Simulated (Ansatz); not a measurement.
# C: the cost of one run

Computed with Ansatz 0.2.0 (DFT PBE+D3(BJ), scalar-relativistic, plane waves, PAW, unless a step's input says otherwise).

5 further runs of the same task are left out: 5 set aside as unsound or not needed.

### 1 The system as given

Symmetry: R-3m, No. 166, trigonal system. The conventional cell has a = 2.465 Å, b = 2.465 Å, c = 10.075 Å, α = 90.00°, β = 90.00°, γ = 120.00°. Around C (site symmetry 3m) lie 3 C at 1.42 Å.

Coordinates:

```
CELL_PARAMETERS angstrom
1.23248 0.71157 3.35822
-1.23248 0.71157 3.35822
0.00000 -1.42314 3.35822
ATOMIC_POSITIONS crystal
C 0.16661 0.16661 0.16661
C 0.83339 0.83339 0.83339
```

This cell was relaxed beforehand with the same method: volume 8.84 Å³/atom, gap on the mesh 0.65 eV.

### 3 Setting up the map

Atoms count from 1 in the order of the input.

The upper layer of a bilayer is slid over the lower one; relaxed at each slide: nothing; the origin of the map has C3 above C1; the distance between the facing planes is held at 3.61 Å.

First coordinate, slide of the upper layer along the first cell vector, from C3 above C1: 6 values from 0.000 to 0.833, periodic. Second coordinate, slide of the upper layer along the second cell vector, from C3 above C1: 6 values from 0.000 to 0.833, periodic.

Nothing else is relaxed. Points are written as (first, second).

The two vectors of the plane (Å): (2.466, 0.000, 0.000); (-1.233, 2.135, 0.000).

(The set-up runs are not shown.)

### 4 The run at (0/6, 0/6) of the map's two axes

Contents of input.yaml:

```yaml
crystal:
  lattice:
    - [2.4656524409, 0.0, 0.0]
    - [-1.2328262205, 2.1353176507, 0.0]
    - [0.0, 0.0, 17.5000663885]
  atoms:
    - { symbol: C, position: [0.6666666667, 0.3333333333, 0.2571437784] }
    - { symbol: C, position: [0.3333333333, 0.6666666667, 0.2571418816] }
    - { symbol: C, position: [0.6666666667, 0.3333333333, 0.463430607] }
    - { symbol: C, position: [0.3333333333, 0.6666666667, 0.4634287102] }
basis:
  ecutwfc: 420
kpoints:
  mp_grid: { grid: [15, 15, 1] }
hamiltonian:
  xc: pbe
  pseudopotentials: { kind: paw, azcp: { folder: soft_1 } }
  dispersion: d3bj
scf:
  occupations: { method: gaussian, width: 0.1 }
output:
  forces: true
  eigenvalues: true
efield:
  axis: 3
  dipole_correction: true
  ramp_width: 0.04
```

The run is started by

```
$ ansatz run input.yaml --threads 1 --pin off --max-ram 3072MiB --backend cpu --events-out ev --progress --plain --runs-dir out
```

What time and memory should one allow on 1 thread of Arm Neoverse V2, shared host?

About 3.6 s, with a peak of 0.31 GiB.
